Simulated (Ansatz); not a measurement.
Runs of Ansatz 0.2.0 on TiSi2. Symmetry: Fddd, No. 70, orthorhombic system. The conventional cell has a = 4.779 Å, b = 8.235 Å, c = 8.526 Å, α = 90.00°, β = 90.00°, γ = 90.00°. Ti (site symmetry 222) is surrounded by 10 Si at 2.55 to 2.78 Å. Si (site symmetry 2) has 5 Si at 2.52 to 2.79 Å and 5 Ti at 2.55 to 2.78 Å as nearest neighbours. The cell is a database's computed one.

```csv
level,U,hubbard projectors,double counting,gap on the mesh (eV),pressure (GPa),largest force (eV/Å)
PBE+U,Ti d U = 6 eV,ortho-atomic (the default),fll (the default),none,7.6,0.15
PBE+U,Ti d U = 8 eV,ortho-atomic (the default),fll (the default),none,11.5,(a)
PBE+U,Ti d U = 1 eV,ortho-atomic (the default),fll (the default),none,2.8,(b)
PBE+U,Ti d U = 4 eV,ortho-atomic (the default),fll (the default),none,5.4,0.10
PBE+U,Ti d U = 5 eV,ortho-atomic (the default),fll (the default),none,6.4,0.12
PBE+U,Ti d U = 2 eV,ortho-atomic (the default),fll (the default),none,3.6,0.04
PBE,-,-,-,none,2.1,0.02
PBE+U,Ti d U = 3 eV,ortho-atomic (the default),fll (the default),none,4.5,0.07
```

Alike in all rows: task band structure; potentials or basis Ansatz PAW; no spin polarisation; cell as given; k mesh 7 × 7 × 7; cutoff (eV) 420; smearing fermi-dirac 0.05 eV.

Task: Estimate the missing entries.

Result: (a) 0.26; (b) 0.01.

Caveats: U without spin polarisation on a metal has little footing (some runs); the U is typed as a test and isn't derived for this compound (some runs).

A gap of «none» marks a metal or a gap under the smearing width.
